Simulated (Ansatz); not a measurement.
# MnO (Pm-3m) in Ansatz: notebook

One crystal, MnO, is run at these levels: PBE; tasks: single point.

All numbers are computed with Ansatz 0.2.0; they aren't measurements. Logs are shortened: lines on timing, memory, paths and dates and some standing lists are left out, and cuts for length are marked.

## Step 1: The structure

The structure is cubic, space group Pm-3m (No. 221). Conventional cell: a = 2.672 Å, b = 2.672 Å, c = 2.672 Å, α = 90.00°, β = 90.00°, γ = 90.00°. Around Mn (site symmetry m-3m) lie 8 O at 2.31 Å. O (site symmetry m-3m) is surrounded by 8 Mn at 2.31 Å.

Measurements of this composition are mostly on another form, of space group No. 225.

## Step 2: Single point, PBE

Contents of input.yaml:

```yaml
crystal:
  lattice:
    - [2.67238866, 0.0, 0.0]
    - [0.0, 2.67238866, 0.0]
    - [0.0, 0.0, 2.67238866]
  atoms:
    - { symbol: Mn, position: [0.0, 0.0, 0.0] }
    - { symbol: O, position: [0.5, 0.5, 0.5] }
hamiltonian:
  xc: pbe
  pseudopotentials: { kind: paw }
kpoints:
  mp_grid: { grid: [10, 10, 10] }
scf:
  occupations: { method: fermi_dirac, width: 0.05 }
output:
  forces: true
  stress: true
  eigenvalues: true
```

Potentials or basis: Ansatz PAW.

Run with:

```bash
$ ansatz run input.yaml --threads 2 --pin off --max-ram 5632MiB --backend cpu --events-out ev --progress --plain --runs-dir out
```

The program printed:

```text
Warning: RAYON_NUM_THREADS=2 ignored (pool sized by the plan → 2); use --threads N
Engine: ansatz 0.2.0, aarch64-unknown-linux-gnu
Pseudopotentials: kind: paw
Pseudopotential: Mn, paw, valence charge 15, recommended cutoff 420 eV (normal), Mn.paw.azcp
Pseudopotential: O, paw, valence charge 6, recommended cutoff 420 eV (normal), O.paw.azcp
Functional definition: PBE
  parameter kappa = 0.804
  parameter beta = 0.06672455060314922
  exchange = pbe_x(kappa = kappa, mu = beta*pi^2/3)
  correlation = pbe_c(beta = beta)
Crystal: 2 atoms, lattice volume = 19.085 Å³
Basis set: ecut = 420 eV, 365 PW (Γ), exchange–correlation on 36×36×36 points (8 copies of the dense FFT grid, shifted against one another)
Bands: 15, of which v1, the nominal top of the filled ones, is band 11 counted from 1 (10 counted from 0)
Symmetry: 48 space group operations
Space group: Pm-3m (ITA 221), of the structure as read, at distance tolerance 2.7e-5 Å
k-points: 56 of 1000
Non-local potential: Mn, projectors of the file, l = 0: 3, l = 1: 2, l = 2: 3, l = 3: 1
Non-local potential: O, projectors of the file, l = 0: 2, l = 1: 2, l = 2: 1
PAW form: soft (Blöchl's): semilocal exchange-correlation on the pseudo side does not see the compensation charge
PAW one-centre angular grid: Mn, 590 points (default); XC on 64 Gauss nodes
PAW one-centre angular grid: O, 110 points (default); XC on 64 Gauss nodes
Initial density: superposition of atomic densities (neutral atoms: chi_scale 0, normalization atom), corrected by the library's trained network
Initial wavefunctions: pseudopotential atomic-orbital guess
Functional: x = pbe(κ = 0.804, μ = 0.2195149727645171), c = pbe(β = 0.06672455060314922)
SCF iter   1: F=—  HF=-4463.977038 eV  |F-HF|=—  |Δ(HF+E_count)|=         —  Δρ=1.23e-2  dr2=2.38e-2  ethr=1.77e-3  ⟨swp⟩=3.7  Hψ=3462  notcnv=0
preconditioner: auto → none  [metal: Δε(μ)=0.007 eV  Ē_g=9.936 eV  σ=0.050 eV  W_gap=0.03  n_scr=6 (ndim 8)  ℏωp=30.6 eV  f_vac=0.000  D(μ)=3.69/eV (n_scr^D=80)  sad-step TF]
SCF iter   2: F=—  HF=-4463.975667 eV  |F-HF|=—  |Δ(HF+E_count)|=   1.37e-3  Δρ=8.36e-3  dr2=1.40e-2  ethr=1.13e-4  ⟨swp⟩=1.9  Hψ=1385  notcnv=0
SCF iter   3: F=—  HF=-4463.973659 eV  |F-HF|=—  |Δ(HF+E_count)|=   2.01e-3  Δρ=1.60e-3  dr2=4.32e-4  ethr=6.67e-5  ⟨swp⟩=1.3  Hψ=867  notcnv=0
SCF iter   4: F=—  HF=-4463.973583 eV  |F-HF|=—  |Δ(HF+E_count)|=   7.65e-5  Δρ=5.68e-4  dr2=3.00e-5  ethr=2.06e-6  ⟨swp⟩=2.6  Hψ=1404  notcnv=0
SCF iter   5: F=—  HF=-4463.973560 eV  |F-HF|=—  |Δ(HF+E_count)|=   2.32e-5  Δρ=8.44e-5  dr2=6.89e-7  ethr=1.43e-7  ⟨swp⟩=2.6  Hψ=1356  notcnv=0
SCF iter   6: F=-4463.973560 eV  HF=-4463.973560 eV  |F-HF|=2.57e-9  |Δ(HF+E_count)|=   5.98e-8  Δρ=7.95e-6  dr2=5.79e-9  ethr=4.76e-10  ⟨swp⟩=5.4  Hψ=3887  notcnv=0
SCF 1 converged in 6 iterations: F = -4463.973560 eV  dr2 = 5.79e-9
SCF converged after 6 iterations
Free energy (F): -4463.973560 eV
Harris-Foulkes:  -4463.973560 eV  (|F-HF|=2.57e-9)
Internal energy: -4463.944055 eV  (E = F + TS)
E sigma→0 (E₀):  -4463.958807 eV
Entropy (-TS):   -0.029505 eV (-14.752 meV/atom)
Fermi energy:    15.147614 eV
--- Per-component energies (eV) ---
  E_band       = -206.649139
  E_kinetic    = 476.640996
  E_local      = -2008.258275  (includes V_loc(G=0)·N_el)
  E_nonlocal   = 293.095102
  E_hartree    = 803.070720
  E_xc         = -185.365218
  E_vxc        = -236.948552  (∫ρ·V_xc dr)
  E_paw        = -1459.119602  (= ΣΔE_a)
  E_vpaw       = -337.318419  (= ΣTr[D̂ρ^β])
  E_aug_tail   = 0.002332  (compensation charges beyond the density's cutoff)
  E_ewald      = -2384.010111
  E_smearing   = -0.029505  (= −TS)
  E_closure    = 0.000000  (closes the sum)
  Σ components = -4463.973560   (vs F -4463.973560, Δ=0.00e0)
--- Forces (eV/Å), atoms counted from 1 ---
  atom   1  Mn    -0.00000000    -0.00000000    -0.00000000
  atom   2  O      0.00000000    -0.00000000     0.00000000
  max |Σ_I F_I| component: 9.66e-30 eV/Å
--- Stress (GPa, compression-positive) ---
      -28.141242       0.000000       0.000000
        0.000000     -28.141242       0.000000
        0.000000       0.000000     -28.141242
  P = ⅓ Tr σ = -28.1412 GPa (-281.412 kbar)
--- Band table (eV; the first three rows and the last of 56) ---
  k-point 0: bands = ["-64.3154", "-32.9885", "-32.9885", "-32.9885", "-5.4690", "11.6964", "11.6964", "11.6964", "12.4238", "12.4238", "15.4253", "15.4253", "15.4253", "15.9612", "30.6167"]
  k-point 1: bands = ["-64.3134", "-33.0082", "-32.9868", "-32.9868", "-5.3784", "10.7519", "11.6225", "11.6225", "12.4685", "12.9462", "15.4360", "15.5076", "15.5076", "16.5302", "30.0166"]
  k-point 2: bands = ["-64.3081", "-33.0596", "-32.9823", "-32.9823", "-5.1301", "9.2877", "11.4394", "11.4394", "12.5878", "13.6952", "15.4642", "15.7189", "15.7189", "17.6945", "28.5173"]
  k-point 55: bands = ["-64.2534", "-33.1412", "-33.1412", "-33.1412", "-3.0615", "8.0267", "8.0267", "8.0267", "16.1998", "16.1998", "16.6342", "16.6342", "16.6342", "22.2234", "22.2234"]
```

Run time: 0.63 s. Hardware: 2 threads of Arm Neoverse V2, shared host; peak memory 0.27 GiB.

What came out:

```yaml
Free_energy: -4463.9736 eV
Pressure: -28.1 GPa
Band_gap_on_the_k_mesh: none (metal or under the smearing width)
```

Caveat: a pressure of tens of GPa on the cell as given is suspect, and the run, the potentials or the cell itself is likely at fault; the pressure holds a Pulay correction of +0.6 GPa for the finite cutoff; an odd number of electrons without spin polarisation forces a metal; a magnetic or distorted state may lie lower; the run has no spin polarisation, though such a crystal can be magnetic; semilocal functionals often make such compounds metallic where correlation or magnetic order opens a gap, which also shifts bond lengths. With open d or f shells a metallic result of PBE can be an artefact of self-interaction; +U or a hybrid may open a gap.

## Step 3: Single point, PBE, collinear spin, ferromagnetic start

Changes to input.yaml since step 2:

```diff
@@ -6,3 +6,3 @@
   atoms:
-    - { symbol: Mn, position: [0.0, 0.0, 0.0] }
+    - { symbol: Mn, position: [0.0, 0.0, 0.0], spin: 4.0 }
     - { symbol: O, position: [0.5, 0.5, 0.5] }
@@ -11,2 +11,4 @@
   pseudopotentials: { kind: paw }
+magnetization:
+  spin_polarized: true
 kpoints:
```

Potentials or basis: Ansatz PAW.

Run with:

```bash
$ ansatz run input.yaml --threads 2 --pin off --max-ram 5632MiB --backend cpu --events-out ev --progress --plain --runs-dir out
```

It took 2.1 s on 2 threads of Arm Neoverse V2, shared host; peak memory 0.29 GiB.

The run converged. Its results:

| Property | Result |
| --- | --- |
| Free energy | -4465.0416 eV |
| Pressure | 5.6 GPa |
| Band gap on the k mesh | none (metal or under the smearing width) |
| Net moment | 4.19 μB per cell |
| Absolute moment | 4.19 μB per cell |
| Site moments | Mn +3.69; O +0.14 μB |

Levels at points of the mesh, in eV from the Fermi level:
Spin up:
```
              k point  band 9  band 10  band 11  band 12  band 13  band 14  band 15  band 16  band 17
   (0.00, 0.00, 0.00)   -3.02    -3.02    -1.35    -1.35    -1.35     0.33    14.98    14.98    19.17
  (0.00, 0.00, -0.50)   -3.64    -1.25    -0.79     0.25     0.25     5.50     7.91    14.80    16.89
 (0.00, -0.50, -0.50)   -2.37    -2.19    -2.11    -2.11    -0.57     6.27    10.43    10.43    15.93
(-0.50, -0.50, -0.50)   -0.52    -0.52     0.54     0.54     0.54     6.41     6.41     6.41    15.46
```
Spin down:
| k point | band 4 | band 5 | band 6 | band 7 | band 8 | band 9 | band 10 | band 11 | band 12 | band 13 |
| --- | --- | --- | --- | --- | --- | --- | --- | --- | --- | --- |
| (0.00, 0.00, 0.00) | -45.58 | -19.99 | -2.75 | -2.75 | -2.75 | -0.95 | -0.95 | 1.73 | 2.71 | 2.71 |
| (0.00, 0.00, -0.50) | -45.56 | -18.86 | -7.89 | -3.19 | -3.19 | -0.32 | 2.56 | 2.84 | 3.25 | 3.25 |
| (0.00, -0.50, -0.50) | -45.54 | -18.33 | -5.90 | -5.90 | -1.97 | -0.50 | 1.13 | 1.71 | 1.71 | 3.32 |
| (-0.50, -0.50, -0.50) | -45.75 | -17.48 | -6.32 | -6.32 | -6.32 | 3.38 | 3.38 | 3.59 | 3.59 | 3.59 |

Caveat: the pressure holds a Pulay correction of +0.7 GPa for the finite cutoff; a cell with one magnetic atom can't hold antiferromagnetic order, which such compounds often take; semilocal functionals often make such compounds metallic where correlation or magnetic order opens a gap, which also shifts bond lengths.

## Step 4: Single point, PBE, collinear spin, random start

Changes to input.yaml since step 3:

```diff
@@ -6,3 +6,3 @@
   atoms:
-    - { symbol: Mn, position: [0.0, 0.0, 0.0], spin: 4.0 }
+    - { symbol: Mn, position: [0.0, 0.0, 0.0], spin: -4.2 }
     - { symbol: O, position: [0.5, 0.5, 0.5] }
```

Potentials or basis: Ansatz PAW.

Run with:

```bash
$ ansatz run input.yaml --threads 2 --pin off --max-ram 5632MiB --backend cpu --events-out ev --progress --plain --runs-dir out
```

The program printed:

```text
Warning: RAYON_NUM_THREADS=2 ignored (pool sized by the plan → 2); use --threads N
[... 9 set-up lines as earlier in the session ...]
Crystal: 2 atoms, lattice volume = 19.085 Å³
Basis set: ecut = 420 eV, 365 PW (Γ), exchange–correlation on 36×36×36 points (8 copies of the dense FFT grid, shifted against one another)
Bands: 17, of which v1, the nominal top of the filled ones, is band 11 counted from 1 (10 counted from 0)
[... 2 set-up lines as earlier in the session ...]
Magnetic group: BNS 221.92 (UNI 1594), of the structure as read, at distance tolerance 2.7e-5 Å
k-points: 56 of 1000
[... 5 set-up lines as earlier in the session ...]
Initial density: superposition of atomic densities (chi_scale 0.1, normalization cell, long waves kept (reshape's long-wave potential 0.00 eV rms))
Starting moments: Σ|m| = 4.2 μB on 1 of 2 sites
[... 2 set-up lines as earlier in the session ...]
SCF iter   1: F=—  HF=-4464.994732 eV  |F-HF|=—  |Δ(HF+E_count)|=         —  Δρ=1.24e-1 (↑1.24e-1 ↓1.10e-1)  dr2=9.50e0  dr2_m=8.38e-2  M=-3.541 μB ∫|m|=3.665 μB  β_m=0.30  ethr=3.10e-3  ⟨swp⟩=3.8  Hψ=7734  notcnv=0
Mixer restart at iter 1: flushing history
preconditioner: auto → none  [metal: Δε(μ)=0.005 eV  Ē_g=13.227 eV  σ=0.050 eV  W_gap=0.02  n_scr=6 (ndim 8)  ℏωp=30.6 eV  f_vac=0.000  D(μ)=1.76/eV (n_scr^D=26)  sad-step TF]
SCF iter   2: F=—  HF=-4464.940805 eV  |F-HF|=—  |Δ(HF+E_count)|=   5.39e-2  Δρ=4.37e-2 (↑3.50e-2 ↓4.37e-2)  dr2=1.12e0  dr2_m=2.52e-2  M=-3.985 μB ∫|m|=3.986 μB  β_m=0.36  ethr=3.10e-3  ⟨swp⟩=3.6  Hψ=4845  notcnv=0  defer=97
SCF iter   3: F=—  HF=-4465.025313 eV  |F-HF|=—  |Δ(HF+E_count)|=   8.45e-2  Δρ=1.58e-2 (↑1.19e-2 ↓1.58e-2)  dr2=6.60e-2  dr2_m=1.29e-2  M=-4.102 μB ∫|m|=4.102 μB  β_m=0.53  ethr=3.10e-3  ⟨swp⟩=2.2  Hψ=3316  notcnv=0  defer=119
SCF iter   4: F=—  HF=-4465.044125 eV  |F-HF|=—  |Δ(HF+E_count)|=   1.88e-2  Δρ=1.13e-2 (↑9.73e-3 ↓1.13e-2)  dr2=2.55e-2  dr2_m=1.26e-2  M=-4.200 μB ∫|m|=4.200 μB  β_m=0.48  ethr=3.14e-4  ⟨swp⟩=2.9  Hψ=4097  notcnv=0  defer=117
SCF iter   5: F=—  HF=-4465.042151 eV  |F-HF|=—  |Δ(HF+E_count)|=   1.97e-3  Δρ=4.86e-3 (↑4.86e-3 ↓3.75e-3)  dr2=5.07e-3  dr2_m=2.15e-3  M=-4.174 μB ∫|m|=4.175 μB  β_m=0.74  ethr=1.21e-4  ⟨swp⟩=2.5  Hψ=3051  notcnv=0  defer=117
SCF iter   6: F=—  HF=-4465.042697 eV  |F-HF|=—  |Δ(HF+E_count)|=         —  Δρ=4.84e-3 (↑9.98e-4 ↓4.84e-3)  dr2=4.03e-3  dr2_m=8.66e-4  M=-4.195 μB ∫|m|=4.196 μB  β_m=0.74  ethr=2.42e-5  ⟨swp⟩=2.4  Hψ=3357  notcnv=0  defer=117
Mixer restart at iter 6: flushing history
SCF iter   7: F=—  HF=-4465.043826 eV  |F-HF|=—  |Δ(HF+E_count)|=   1.13e-3  Δρ=5.46e-3 (↑1.18e-3 ↓5.46e-3)  dr2=5.18e-3  dr2_m=9.30e-4  M=-4.175 μB ∫|m|=4.176 μB  β_m=0.49  ethr=1.92e-5  ⟨swp⟩=2.1  Hψ=3851  notcnv=0  defer=117
SCF iter   8: F=—  HF=-4465.041557 eV  |F-HF|=—  |Δ(HF+E_count)|=   2.27e-3  Δρ=4.41e-4 (↑2.25e-4 ↓4.41e-4)  dr2=1.47e-5  dr2_m=1.38e-5  M=-4.183 μB ∫|m|=4.185 μB  β_m=0.59  ethr=1.92e-5  ⟨swp⟩=2.3  Hψ=3705  notcnv=0  defer=118
SCF iter   9: F=—  HF=-4465.041579 eV  |F-HF|=—  |Δ(HF+E_count)|=   2.14e-5  Δρ=2.20e-4 (↑6.08e-5 ↓2.20e-4)  dr2=4.68e-6  dr2_m=2.48e-6  M=-4.185 μB ∫|m|=4.187 μB  β_m=0.59  ethr=7.00e-8  ⟨swp⟩=2.0  Hψ=3092  notcnv=0  defer=118
SCF iter  10: F=—  HF=-4465.041581 eV  |F-HF|=—  |Δ(HF+E_count)|=   2.07e-6  Δρ=3.39e-5 (↑3.08e-5 ↓3.39e-5)  dr2=8.85e-8  dr2_m=1.64e-7  M=-4.185 μB ∫|m|=4.186 μB  β_m=0.80  ethr=2.23e-8  ⟨swp⟩=2.3  Hψ=2654  notcnv=0  defer=118
SCF iter  11: F=—  HF=-4465.041581 eV  |F-HF|=—  |Δ(HF+E_count)|=   3.26e-8  Δρ=1.73e-5 (↑9.17e-6 ↓1.73e-5)  dr2=1.28e-8  dr2_m=2.90e-8  M=-4.185 μB ∫|m|=4.187 μB  β_m=0.90  ethr=4.21e-10  ⟨swp⟩=2.0  Hψ=2593  notcnv=0  defer=118
SCF iter  12: F=-4465.041581 eV  HF=-4465.041581 eV  |F-HF|=7.22e-9  |Δ(HF+E_count)|=   4.15e-9  Δρ=1.02e-5 (↑4.40e-6 ↓1.02e-5)  dr2=8.91e-9  dr2_m=7.16e-9  M=-4.185 μB ∫|m|=4.187 μB  ethr=6.09e-11  ⟨swp⟩=4.3  Hψ=6728  notcnv=0
SCF 1 converged in 12 iterations: F = -4465.041581 eV  dr2 = 8.91e-9
SCF converged after 12 iterations
Magnetization: -4.1854 μB (8.4073 up, 12.5927 down)
Absolute magnetization: 4.1866 μB (∫|ρ↑−ρ↓|, with the PAW one-centre terms)
Spin contamination: 0.0285 ħ² per cell (⟨S²⟩ above its minimum at these occupations)
Per-site moments (μB) at R_I (Å): [(-3.6948902593911415, 0.9546720431925003), (-0.1361699864863867, 0.9546720431925003)]
Free energy (F): -4465.041581 eV
Harris-Foulkes:  -4465.041581 eV  (|F-HF|=7.22e-9)
Internal energy: -4465.025107 eV  (E = F + TS)
E sigma→0 (E₀):  -4465.033344 eV
Entropy (-TS):   -0.016474 eV (-8.237 meV/atom)
Fermi energy:    15.223450 eV
--- Per-component energies (eV) ---
  E_band       = -200.833483
  E_kinetic    = 477.076337
  E_local      = -2020.675440  (includes V_loc(G=0)·N_el)
  E_nonlocal   = 301.040415
  E_hartree    = 811.909040
  E_xc         = -185.481082
  E_vxc        = -237.065907  (∫ρ·V_xc dr)
  E_paw        = -1464.886675  (= ΣΔE_a)
  E_vpaw       = -345.025116  (= ΣTr[D̂ρ^β])
  E_aug_tail   = 0.002410  (compensation charges beyond the density's cutoff)
  E_ewald      = -2384.010111
  E_smearing   = -0.016474  (= −TS)
  E_closure    = 0.000000  (closes the sum)
  Σ components = -4465.041581   (vs F -4465.041581, Δ=0.00e0)
--- Forces (eV/Å), atoms counted from 1 ---
  atom   1  Mn    -0.00000000     0.00000000    -0.00000000
  atom   2  O      0.00000000     0.00000000     0.00000000
  max |Σ_I F_I| component: 1.72e-29 eV/Å
--- Stress (GPa, compression-positive) ---
        5.588533      -0.000000       0.000000
       -0.000000       5.588533      -0.000000
        0.000000       0.000000       5.588533
  P = ⅓ Tr σ = 5.5885 GPa (55.885 kbar)
--- Band table (eV; the first three rows and the last of 112) ---
  k-point 0 ↑: bands = ["-61.6135", "-30.3592", "-30.3592", "-30.3592", "-4.7626", "12.4717", "12.4717", "12.4717", "14.2723", "14.2723", "16.9492", "17.9289", "17.9289", "17.9289", "31.4706", "31.4706", "35.8837"]
  k-point 1 ↑: bands = ["-61.6113", "-30.3811", "-30.3573", "-30.3573", "-4.6688", "11.6012", "12.4296", "12.4296", "14.3282", "14.7344", "17.5202", "17.9420", "17.9739", "17.9739", "30.9760", "31.3839", "35.6987"]
  k-point 2 ↑: bands = ["-61.6055", "-30.4381", "-30.3524", "-30.3524", "-4.4115", "10.0909", "12.3206", "12.3206", "14.4782", "15.5584", "17.9766", "18.0982", "18.0982", "18.6950", "29.6178", "31.1354", "35.1229"]
  k-point 55 ↓: bands = ["-65.8001", "-34.6822", "-34.6822", "-34.6822", "-2.4728", "7.9117", "7.9117", "7.9117", "14.7046", "14.7046", "15.7646", "15.7646", "15.7646", "21.6307", "21.6307", "21.6307", "30.6796"]
```

Wall time 2.1 s (2 threads of Arm Neoverse V2, shared host); peak memory 0.29 GiB.

Results:

```
Free energy            : -4465.0416 eV
Pressure               : 5.6 GPa
Band gap on the k mesh : none (metal or under the smearing width)
Net moment             : -4.19 μB per cell
Absolute moment        : 4.19 μB per cell
Site moments           : Mn -3.69; O -0.14 μB
```

Caveat: the pressure holds a Pulay correction of +0.7 GPa for the finite cutoff; a cell with one magnetic atom can't hold antiferromagnetic order, which such compounds often take; semilocal functionals often make such compounds metallic where correlation or magnetic order opens a gap, which also shifts bond lengths.

(Continued in part 2 of 2.)
